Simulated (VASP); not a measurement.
A VASP 6.6.1 single-point calculation on BAs

INCAR

```
ISMEAR = 0
ENCUT = 520
LCHARG = .FALSE.
METAGGA = RSCAN
LASPH = .TRUE.
NELM = 120
NSW = 0
SIGMA = 0.01
LREAL = .FALSE.
LWAVE = .FALSE.
IBRION = -1
NBANDS = 11
ISIF = 2
EDIFF = 0.0001
ALGO = Normal
PREC = Accurate
```

KPOINTS

```
KPOINTS created by Atomic Simulation Environment
0
Gamma
10 10 10
0 0 0
```

POSCAR

```
B  As
 1.0000000000000000
     0.0000000000000000    2.2701215427000001    2.4479674292000002
     2.2701215427000001    0.0000000000000000    2.4479674292000002
     2.2701215427000001    2.2701215427000001    0.0000000000000000
 B   As
   1   1
Cartesian
  0.0000000000000000  0.0000000000000000  0.0000000000000000
  1.1350607713500001  1.1350607713500001  1.2239837146000001
```

The recommended PBE PAW datasets give the neutral cell 8 valence electrons.

Command

```
mpirun -np 1 vasp_std
```

OSZICAR

```
N       E                     dE             d eps       ncg     rms          rms(c)
DAV:   1    -0.845606117395E+01   -0.84561E+01   -0.39094E+03  2244   0.662E+02
DAV:   2    -0.326189951799E+02   -0.24163E+02   -0.23184E+02  2974   0.111E+02
DAV:   3    -0.332841854579E+02   -0.66519E+00   -0.66378E+00  2802   0.168E+01
DAV:   4    -0.332855890716E+02   -0.14036E-02   -0.14036E-02  2502   0.897E-01
DAV:   5    -0.332855908545E+02   -0.17829E-05   -0.17829E-05  2741   0.341E-02    0.530E+00
DAV:   6    -0.316120187191E+02    0.16736E+01   -0.11833E+00  2382   0.560E+00    0.293E+00
DAV:   7    -0.315719293930E+02    0.40089E-01   -0.21661E-01  2655   0.244E+00    0.102E+00
DAV:   8    -0.315677997274E+02    0.41297E-02   -0.16379E-02  2569   0.874E-01    0.103E-01
DAV:   9    -0.315679198051E+02   -0.12008E-03   -0.64903E-04  2607   0.156E-01    0.502E-02
DAV:  10    -0.315679818864E+02   -0.62081E-04   -0.45784E-05  1997   0.590E-02
   1 F= -.31567982E+02 E0= -.31567982E+02  d E =-.301709E-26
```

From OUTCAR

```
k-points           NKPTS =    102   k-points in BZ     NKDIM =    102   number of bands    NBANDS=     11

   NELECT =       8.0000    total number of electrons

   dimension x,y,z NGX =    28 NGY =   28 NGZ =   24
   dimension x,y,z NGXF=    56 NGYF=   56 NGZF=   48

  energy-cutoff  :      520.00
  volume of cell :       25.23
      direct lattice vectors                 reciprocal lattice vectors
     0.000000000  2.270121543  2.447967429    -0.220252524  0.220252524  0.204251084
     2.270121543  0.000000000  2.447967429     0.220252524 -0.220252524  0.204251084
     2.270121543  2.270121543  0.000000000     0.220252524  0.220252524 -0.204251084

 k-points in reciprocal lattice and weights: KPOINTS created by Atomic Simulation Env
   0.00000000  0.00000000  0.00000000       0.001
   0.10000000  0.00000000  0.00000000       0.008
   0.20000000  0.00000000  0.00000000       0.008
   0.30000000  0.00000000  0.00000000       0.008
   0.40000000  0.00000000  0.00000000       0.008
   0.50000000  0.00000000  0.00000000       0.004
   0.10000000  0.10000000  0.00000000       0.002
   0.20000000  0.10000000  0.00000000       0.008
   ...

 E-fermi :   7.2355

 k-point     1 :       0.0000    0.0000    0.0000
  band No.  band energies     occupation
      1     -10.0166      2.00000
      2       6.2771      2.00000
      3       7.1650      2.00000
      4       7.1651      2.00000
      5      10.2679      0.00000
      6      10.2679      0.00000
      7      10.7928      0.00000
      8      12.9493      0.00000
      9      17.7654      0.00000
     10      19.2989      0.00000
     11      20.8455      0.00000

 k-point     2 :       0.1000    0.0000    0.0000
  band No.  band energies     occupation
      1      -9.8317      2.00000
      2       5.2440      2.00000
      3       6.3103      2.00000
      4       6.8375      2.00000
      5      10.5101      0.00000
      6      10.7483      0.00000
      7      11.3049      0.00000
      8      13.7036      0.00000
      9      18.3252      0.00000
     10      18.6129      0.00000
     11      20.4169      0.00000

 k-point     3 :       0.2000    0.0000    0.0000
  band No.  band energies     occupation
      1      -9.2849      2.00000
      2       2.7295      2.00000
      3       5.5004      2.00000
      4       6.2456      2.00000
      5      10.4525      0.00000
      6      11.6570      0.00000
      7      11.9508      0.00000
      8      15.2699      0.00000
      9      18.0562      0.00000
     10      19.3117      0.00000
     11      19.7257      0.00000

 k-point     4 :       0.3000    0.0000    0.0000
  band No.  band energies     occupation
      1      -8.4110      2.00000
      2       0.1875      2.00000
      3       4.8395      2.00000
      4       5.7463      2.00000
      5      10.1637      0.00000
      6      12.2325      0.00000
      7      12.2721      0.00000
      8      16.4669      0.00000
      9      18.7865      0.00000
     10      19.4400      0.00000
     11      20.2345      0.00000

 k-point     5 :       0.4000    0.0000    0.0000
  band No.  band energies     occupation
      1      -7.3437      2.00000
      2      -1.9356      2.00000
      3       4.4135      2.00000
      4       5.4369      2.00000
      5       9.9233      0.00000
      6      12.2105      0.00000
      7      12.4003      0.00000
      8      16.7478      0.00000
      9      20.0630      0.00000
     10      20.8731      0.00000
     11      21.9028      0.00000

 ...

  Total        3.2036309      3.2036309      0.0171990      0.0000000      0.0000000      0.0000000
  in kB      203.4319702    203.4319702      1.0921463      0.0000000      0.0000000      0.0000000
  external PRESSURE =     135.9853622 kB  Pullay stress =       0.0000000 kB

 POSITION                                       TOTAL-FORCE (eV/Angst)
 -----------------------------------------------------------------------------------
      0.00000      0.00000      0.00000         0.000000      0.000000     -0.000000
      1.13506      1.13506      1.22398        -0.000000     -0.000000      0.000000
 -----------------------------------------------------------------------------------
    total drift:                               -0.000040     -0.000040      0.000075

  FREE ENERGIE OF THE ION-ELECTRON SYSTEM (eV)
  ---------------------------------------------------
  free  energy   TOTEN  =       -31.5679818864 eV

  energy  without entropy=      -31.5679818864  energy(sigma->0) =      -31.56798189
```

It converged. Results: gap between bands v and c on the k mesh 0.67 eV; least direct gap on the k mesh 3.10 eV; pressure 13.6 GPa. Band v is the last that the valence electrons fill when counted band by band, and c is the next.

For comparison, a separate r²SCAN run of the intended cell, on usual settings and not on those above, gives a gap of 0.65 eV on its mesh and a pressure of 13.9 GPa.

The run above took about 37 s on one core of a shared host (Intel Xeon 6975P-C) and held 0.17 GiB at most.
